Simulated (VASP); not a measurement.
Wanted: the native input for a VASP 6.6.1 run.

```
Task                   : single point
Functional             : LDA
Potentials or basis    : VASP PAW LDA potentials, release 64 (Mg, S)
Cutoff                 : 520 eV
k mesh                 : 8 × 8 × 8
Occupations            : gaussian, width 0.05 eV
Spin                   : no spin polarisation
Dipole correction      : no
Further INCAR settings : ALGO = Normal; EDIFF = 1e-06; NBANDS = 11
```

The structure of MgS lies in POSCAR:

```
MgS
1.0
    0.0000000000      2.8331200468      2.7906232461
    2.8331200468      0.0000000000      2.7906232461
    2.8331200468      2.8331200468      0.0000000000
Mg S
1 1
Direct
    0.0000000000      0.0000000000      0.0000000000
    0.7500000000      0.7500000000      0.7500000000
```

The cell comes from a database or a generator and needn't be the stable form of this composition.

The cell isn't the ideal one: strain +0.000 along x and y, -0.015 along z, atoms carried along.

These files were run (other wordings do the same):

INCAR

```
PREC = Accurate ; ENCUT = 520
EDIFF = 1E-6 ; ISMEAR = 0
SIGMA = 0.05 ; LREAL = False
LASPH = True ; NELM = 100
ALGO = Normal ; ISIF = 2
LWAVE = False ; LCHARG = False
NBANDS = 11
```

KPOINTS

```
regular mesh
0
Gamma
  8 8 8
```

Potentials or basis: VASP PAW LDA potentials, release 64 (Mg, S).

The run is started by

```bash
$ cat potpaw_LDA.64/Mg/POTCAR potpaw_LDA.64/S/POTCAR > POTCAR
$ mpirun -np 1 vasp_std > vasp.out
```

Results of the run:

The pressure is -1.7 GPa. The band gap on the k mesh is 3.23 eV, direct.

Wall time 28 s on 1 thread of Intel(R) Xeon(R) Platinum 8259CL CPU @ 2.50GHz (Skylake/Cascade Lake), with other jobs on the host, peak memory 0.16 GiB.
